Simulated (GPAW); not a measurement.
LiF (Griceite) in GPAW: the effect of potentials

LiF (Griceite):

```xyz
2
Lattice="0.0000 2.0140 2.0140 2.0140 0.0000 2.0140 2.0140 2.0140 0.0000" Properties=species:S:1:pos:R:3 pbc="T T T"
F     2.0140    2.0140    2.0140
Li    0.0000    0.0000    0.0000
```

Alike in all runs:

```yaml
Program: GPAW 26.7.0
Task: band structure
Functional: PBE
Cutoff: 800 eV
Basis: pw
k_mesh: 11 × 11 × 11
Occupations: fermi-dirac, width 0.05 eV
Spin: no spin polarisation
```

```tsv
potentials	pressure (GPa)
GPAW stock	2.0
GPAW stock, newer versions	3.2
PAW data sets made by gpaw-setup for the functional	0.6
JTH PAW 2.0	?
```

Question: What does the run with potentials JTH PAW 2.0 give?

Answer: Pressure 1.4 GPa.

Caveats: the program truncates these outside data sets (some runs).

The runs don't all hold the same shells in valence.
